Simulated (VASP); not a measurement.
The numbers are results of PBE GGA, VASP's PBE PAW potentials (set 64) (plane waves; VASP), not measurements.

A VASP calculation is set up with these files.

INCAR:
```
GGA=PE   # PBE
ISMEAR=0   # Gaussian
NELM=1   # most electronic steps
LWAVE=.True.
LOPTICS=.True.
EDIFF=1E-8   # SCF stop (eV)
ALGO=Exact
ENCUT=350
PREC=Normal
NBANDS=100
LREAL=.False.   # projection in real space or not
LCHARG=.False.
LASPH=.True.   # aspherical one-centre terms
SYSTEM=AlSb
SIGMA=0.01   # width (eV)
```

POSCAR:
```
AlSb
1
    0.0000000000     3.0700000000     3.0700000000
    3.0700000000     0.0000000000     3.0700000000
    3.0700000000     3.0700000000     0.0000000000
Al Sb
1 1
Direct
  0.0000000000   0.0000000000   0.0000000000
  0.2500000000   0.2500000000   0.2500000000
```

### KPOINTS
```
Automatic mesh
0
Gamma
4 4 4
0 0 0
```

POTCAR, in this order: Al_GW Sb_d_GW (PBE.64 set). Program: vasp_std. Read from the step before: WAVECAR.

The run wrote:

### OSZICAR
```
       N       E                     dE             d eps       ncg     rms          rms(c)
DIA:   1    -0.810348590628E+01   -0.81035E+01    0.00000E+00     0   0.000E+00
   1 F= -.81034859E+01 E0= -.81034859E+01  d E =-.226434E-15
 imaginary and real dielectric function
```

OUTCAR:
```


 plasma frequency squared (from intraband transitions) (eV^2)
  --------------------------------------------------------------------------------------
       0.000      -0.000       0.000
      -0.000       0.000      -0.000
       0.000      -0.000       0.000

 plasma frequency squared (from interband transitions, int dw w eps(2)(w)) (eV^2)
  --------------------------------------------------------------------------------------
     526.546       0.000      -0.000       0.000       0.000       0.000
      -0.000      -0.000     526.546       0.000      -0.000       0.000
       0.000      -0.000      -0.000      -0.000     526.546       0.000
```
(Selected blocks of OUTCAR.)

### OUTCAR
```
 val. band max:        3.4495794741   @ k =   0.0000   0.0000   0.0000

 cond. band min:       4.6636043508   @ k =   0.5000   0.5000   0.0000



 k-point     1 :       0.0000    0.0000    0.0000
  band No.  band energies     occupation
      1     -24.6741      2.00000
      2     -24.6741      2.00000
      3     -24.6741      2.00000
      4     -24.6531      2.00000
      5     -24.6531      2.00000
      6      -7.2737      2.00000
      7       3.4496      2.00000
      8       3.4496      2.00000
      9       3.4496      2.00000
     10       5.0374      0.00000
     11       6.5513      0.00000
     12       6.5513      0.00000
     13       6.5513      0.00000
     14       9.9787      0.00000
     15      11.2264      0.00000
     16      11.2264      0.00000
     17      12.9186      0.00000
     18      12.9186      0.00000
     19      12.9186      0.00000
     20      16.0479      0.00000
     21      23.8753      0.00000
     22      23.8753      0.00000
     23      23.8753      0.00000
     24      24.1590      0.00000
     25      24.1590      0.00000
     26      24.1590      0.00000
     27      25.7520      0.00000
     28      25.7520      0.00000
     29      26.2916      0.00000
     30      26.2916      0.00000
     31      26.2916      0.00000
     32      31.9752      0.00000
     33      32.2198      0.00000
     34      32.2198      0.00000
     35      32.2198      0.00000
     36      34.1380      0.00000
     37      35.6978      0.00000
     38      35.6978      0.00000
     39      36.3692      0.00000
     40      36.3692      0.00000
     41      36.3692      0.00000
     42      36.6260      0.00000
     43      36.6262      0.00000
     44      36.6262      0.00000
     45      39.0507      0.00000
     46      39.0507      0.00000
     47      39.0507      0.00000
     48      39.0848      0.00000
     49      39.0848      0.00000
     50      39.0848      0.00000
     51      39.3582      0.00000
     52      39.3582      0.00000
...
```

The density is held fixed in this step, so its total energy and stress have no physical meaning. Unless said otherwise, spin-orbit coupling is left out, though it shifts the bands of the heavy elements here.

The compound is AlSb in the zinc blende structure. The cell was not relaxed at this level. The k-mesh is coarse (spacing up to 0.44 per Å, 2π included), so the numbers may not be converged in it.
